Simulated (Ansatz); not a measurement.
Slab: WS2, a slab with vacuum.

```
CELL_PARAMETERS angstrom
3.18352 0.00000 0.00000
-1.59176 2.75701 0.00000
0.00000 0.00000 16.95058
ATOMIC_POSITIONS crystal
W 0.00000 0.00000 0.00000
S 0.33333 0.66667 0.09200
S 0.33333 0.66667 0.90800
```

Base run:

| Property | Result |
| --- | --- |
| Program | Ansatz 0.2.0 |
| Functional | PBEsol |
| Potentials or basis | all-electron LAPW, scalar-relativistic |
| Cutoff | 259 eV (chosen from the basis error) |
| Basis error allowed | 0.002 eV/atom |
| k mesh | 10 × 10 × 2 |
| Occupations | fermi-dirac, width 0.05 eV |
| Spin | no spin polarisation |
| Hubbard terms | W d U = 4 eV |

Its results: band gap on the k mesh 1.93 eV, indirect (least direct gap 1.97 eV); largest force 0.106 eV/Å.

The run is repeated on the same cell with these changes: hubbard terms from W d U = 4 eV to W d U = 8 eV. What comes out?

Band gap on the k mesh 1.32 eV, direct; largest force 0.112 eV/Å.

Caveats: U is the effective U less J, on atomic orbitals that reach past the spheres; spin-orbit coupling is left out, which moves the levels of the heavy elements; the density of states is complete only up to the lowest level of the last band computed.

A k mesh can miss the band edges.
